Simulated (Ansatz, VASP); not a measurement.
# One calculation of NaH, two programs

Contents of POSCAR:

```
NaH
1.0
    2.9551240000      0.0000000000      0.0000000000
    0.0000000000      2.9551240000      0.0000000000
    0.0000000000      0.0000000000      2.9551240000
Na H
1 1
Direct
    0.0000000000     -0.0169197638      0.0000000000
    0.5000000000      0.5000000000      0.5000000000
```

Contents of INCAR.step1:

```
SYSTEM = NaH
PREC     = Accurate       ! precision mode
ENCUT    = 520            ! plane-wave cutoff, eV
ISMEAR   = 0              ! smearing method
SIGMA    = 0.05           ! smearing width, eV
LREAL    = .False.        ! projectors in reciprocal space
LASPH    = .True.         ! aspherical terms in the spheres
NELM     = 100            ! most SCF steps
NBANDS   = 11             ! bands
GGA      = PE             ! functional
ALGO     = Normal         ! electronic algorithm
EDIFF    = 1E-4           ! SCF threshold, eV
LWAVE    = .True.         ! write WAVECAR
LCHARG   = .False.        ! write CHGCAR
```

INCAR.step2

```
SYSTEM = NaH
PREC     = Accurate       ! precision mode
ENCUT    = 520            ! plane-wave cutoff, eV
EDIFF    = 1E-6           ! SCF threshold, eV
ISMEAR   = 0              ! smearing method
SIGMA    = 0.05           ! smearing width, eV
LREAL    = .False.        ! projectors in reciprocal space
LASPH    = .True.         ! aspherical terms in the spheres
NELM     = 100            ! most SCF steps
ALGO     = Normal         ! electronic algorithm
ISIF     = 2              ! what is computed and relaxed
LWAVE    = .False.        ! write WAVECAR
LCHARG   = .False.        ! write CHGCAR
METAGGA  = R2SCAN         ! meta-GGA
LMIXTAU  = .True.       
NBANDS   = 11             ! bands
ISTART   = 1
```

File KPOINTS:

```
Automatic mesh
0
Gamma
  10 10 10
  0 0 0
```

Input for Ansatz:

```yaml
crystal:
  lattice:
    - [2.955124, 0.0, 0.0]
    - [0.0, 2.955124, 0.0]
    - [0.0, 0.0, 2.955124]
  atoms:
    - { symbol: Na, position: [0.0, -0.0169197638, 0.0] }
    - { symbol: H, position: [0.5, 0.5, 0.5] }
basis:
  ecutwfc: 500
kpoints:
  mp_grid: { grid: [10, 10, 10] }
hamiltonian:
  xc: r2scan
scf:
  occupations: { method: gaussian, width: 0.05 }
output:
  forces: true
  stress: true
  eigenvalues: true
```

Change from the starting cell: all Na atoms moved -0.050 Å, as atom 1 along Cartesian [0 1 0].

Alike in both runs: task single point; functional r2SCAN; k mesh 10 × 10 × 10; occupations gaussian, width 0.05 eV; no spin polarisation.

|  | VASP | Ansatz |
| --- | --- | --- |
| version | VASP 6.6.1 | Ansatz 0.2.0 |
| potentials or method | VASP PAW PBE potentials, release 64 (Na_pv, H) | scalar-relativistic, plane waves, PAW |
| plane-wave cutoff (eV) | 520 | 500 |
| valence electrons in the cell | 8 | 10 |

|  | VASP | Ansatz | Ansatz less VASP |
| --- | --- | --- | --- |
| gap on the k mesh at the Fermi level (eV) | 1.61 | 1.59 | -0.011 |
| least direct gap on the mesh (eV) | 5.09 | 5.09 | -0.006 |
| pressure (GPa) | -0.8 | -0.5 | +0.30 |
| largest component of the traceless stress (GPa) | 0.06 | 0.01 | -0.049 |
| rms of the force components (eV/Å) | 0.009 | 0.013 | +0.0042 |

Atom by atom the forces differ by 0.004 eV/Å (rms over components). The two sets of potentials don't hold the same shells in valence.

Caveats: the PAW data sets were made with another functional, which shifts forces and pressure a little (VASP). A k mesh can miss the band edges.
